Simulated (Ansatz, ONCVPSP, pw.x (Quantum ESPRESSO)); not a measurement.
barium (Ba): does the ONCV potential hold in the solid?

ONCVPSP 4.0.1.1 (patched build) input, shortened (lines: element, Z, core and valence counts, functional; n l f; lmax; l rc ep ncon nbas qcut; lloc lpopt rc5 dvloc0; l nproj debl; icmod fcfact rcfact), PBE, scalar-relativistic:

```
  Ba 56.00    9    3        4      upf
    1    0    2.00
    2    0    2.00
    2    1    6.00
    3    0    2.00
    3    1    6.00
    3    2   10.00
    4    0    2.00
    4    1    6.00
    4    2   10.00
    5    0    2.00
    5    1    6.00
    6    0    2.00
    2
    0    3.00    0.00    4    8    3.00
    1    3.25    0.00    4    8    5.20
    2    2.90    0.02    3    6    3.60
    4    4    2.20   -1.00
    0    2    2.10
    1    2    3.70
    2    2    3.60
    2    0.35    1.10
```

In the d channel the program set the typed energies aside and used 0.050, 3.650 Ha.

Atomic tests: cutoffs needed: 4.8 Ha and 5.9 Ha (the cutoffs (Ha) at which the residual kinetic energy of the hardest occupied pseudo-wave falls to 1 and 0.1 mHa per electron); ghost test: no bound ghost flagged; no localised positive-energy state flagged; largest excitation error: -36 meV (all-electron minus pseudo) for 5s2 5p5 6s2, out of 4 test configurations.

Crystal test: fcc Ba in pw.x 7.5, no spin, 9³ k-points, Fermi–Dirac smearing 0.01 Ry, cutoffs 50/200 Ry. The reference is all-electron LAPW (Ansatz 0.2.0) with the same functional, mesh and smearing; V0 and B0 come from Birch–Murnaghan fits to the pressures at five volumes. Errors are pseudo minus all-electron; Δ is the rms difference of the E(V) curves that follow from these fits, minima aligned, over ±6 % about the mean V0. Mesh and smearing are coarse, so the numbers serve the comparison and aren't converged zero-temperature values; the lattice is a test structure that the element need not adopt.

| V (Å³/atom) | P all-electron (GPa) | P pseudo (GPa) |
| --- | --- | --- |
| 61.159 | 0.44 | 0.45 |
| 62.769 | 0.21 | 0.22 |
| 64.378 | 0.00 | 0.00 |
| 65.987 | -0.19 | -0.19 |
| 67.597 | -0.37 | -0.37 |

All-electron: a0 = 6.363 Å (V0 = 64.40 Å³/atom), B0 = 8.0 GPa.

Pseudopotential: mean pressure error (GPa): +0.00; a0 (Å): 6.363; a0 error (%): -0.00; B0 error (%): +1.9; Δ (meV/atom): 0.1.

Task: At the middle volume, how do free energy and pressure move when the wave cutoff is lowered (ecutrho kept at four times it)?

Result:

```json
{"cutoff (Ry)": "22", "shift of F (meV/atom)": "+2.3", "shift of P (GPa)": "+0.00"}
{"cutoff (Ry)": "30", "shift of F (meV/atom)": "+1.3", "shift of P (GPa)": "-0.00"}
{"cutoff (Ry)": "40", "shift of F (meV/atom)": "+0.5", "shift of P (GPa)": "-0.00"}
```

Input at the middle volume:

```
&control
  calculation='scf', prefix='x', pseudo_dir='./', outdir='./tmp', tstress=.true., disk_io='none'
/
&system
  ibrav=0, nat=1, ntyp=1, ecutwfc=50, ecutrho=200, nbnd=12,
  occupations='smearing', smearing='fd', degauss=0.01
/
&electrons
  conv_thr=1e-09, mixing_beta=0.4, electron_maxstep=70
/
ATOMIC_SPECIES
Ba 1.0 Ba.UPF
CELL_PARAMETERS angstrom
  0.00000000 3.18104023 3.18104023
  3.18104023 0.00000000 3.18104023
  3.18104023 3.18104023 0.00000000
ATOMIC_POSITIONS crystal
Ba 0.0000 0.0000 0.0000
K_POINTS automatic
9 9 9 0 0 0
```

```bash
pw.x < Ba.scf.in > Ba.scf.out
```

Lines of the output:

```
Message from routine setup:
     using ibrav=0 with symmetry is DISCOURAGED, use correct ibrav instead
     lattice parameter (alat)  =       8.5013  a.u.
     unit-cell volume          =     434.4443 (a.u.)^3
     number of electrons       =        10.00
     number of Kohn-Sham states=           12
     kinetic-energy cutoff     =      50.0000  Ry
     charge density cutoff     =     200.0000  Ry
     scf convergence threshold =      1.0E-09
     Exchange-correlation= PBE
     number of k points=    35  Fermi-Dirac smearing, width (Ry)=  0.0100
     iteration #  1     ecut=    50.00 Ry     beta= 0.40
     total energy              =     -64.11264093 Ry
     estimated scf accuracy    <       0.00123189 Ry
     iteration #  2     ecut=    50.00 Ry     beta= 0.40
     total energy              =     -64.11266893 Ry
     estimated scf accuracy    <       0.00033839 Ry
     iteration #  3     ecut=    50.00 Ry     beta= 0.40
     total energy              =     -64.11270028 Ry
     estimated scf accuracy    <       0.00001787 Ry
     iteration #  4     ecut=    50.00 Ry     beta= 0.40
     total energy              =     -64.11270192 Ry
     estimated scf accuracy    <       0.00000039 Ry
     iteration #  5     ecut=    50.00 Ry     beta= 0.40
     total energy              =     -64.11270195 Ry
     estimated scf accuracy    <       0.00000002 Ry
     iteration #  6     ecut=    50.00 Ry     beta= 0.40
     the Fermi energy is     5.5322 ev
!    total energy              =     -64.11270195 Ry
     estimated scf accuracy    <          8.4E-10 Ry
     smearing contrib. (-TS)   =      -0.00783239 Ry
     The total energy is F=E-TS. E is the sum of the following terms:
     one-electron contribution =     -14.92645473 Ry
     hartree contribution      =       9.74010651 Ry
     xc contribution           =     -20.78312612 Ry
     ewald contribution        =     -38.13539522 Ry
     convergence has been achieved in   6 iterations
          total   stress  (Ry/bohr**3)                   (kbar)     P=        0.02
     Message from routine punch:
     Nothing written, as per user request (disk_io='none')
```

The run at the middle volume (35 k-points, 6 iterations) took about 23 s on one core of a shared host (Neoverse-N1, 64 threads, 124 GiB, load 53).
